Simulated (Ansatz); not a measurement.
The system is Hf2S.

```
Hf S
1.0
     3.37427    0.00000    0.00000
    -1.68714    2.92221    0.00000
     0.00000    0.00000   11.71741
Hf S
4 2
Direct
  0.33333 0.66667 0.10019
  0.66667 0.33333 0.60019
  0.33333 0.66667 0.39981
  0.66667 0.33333 0.89981
  0.00000 0.00000 0.25000
  0.00000 0.00000 0.75000
```

The cell comes from a database or a generator and needn't be the stable form of this composition.

Base run:

| Quantity | Value |
| --- | --- |
| Program | Ansatz 0.2.0 |
| Functional | PBEsol |
| Potentials or basis | Ansatz PAW |
| Cutoff | 420 eV |
| Density cutoff | 1680 eV |
| k mesh | 9 × 9 × 3 |
| Occupations | fermi-dirac, width 0.05 eV |
| Spin | no spin polarisation |

Its results: band gap on the k mesh none (metal or under the smearing width); pressure -2.8 GPa; largest force 0.152 eV/Å.

Task: The run is repeated on the same cell with these changes: functional from PBEsol to LDA. What comes out?

Result: Band gap on the k mesh none (metal or under the smearing width); pressure -6.3 GPa; largest force 0.130 eV/Å.

LDA binds more tightly than PBEsol, so the same cell stands under less pressure.

Caveats: the PAW data sets come from PBE, with cores solved anew for the run's functional, which leaves a small shift of forces and pressure.

Not every run made on this cell is shown here.
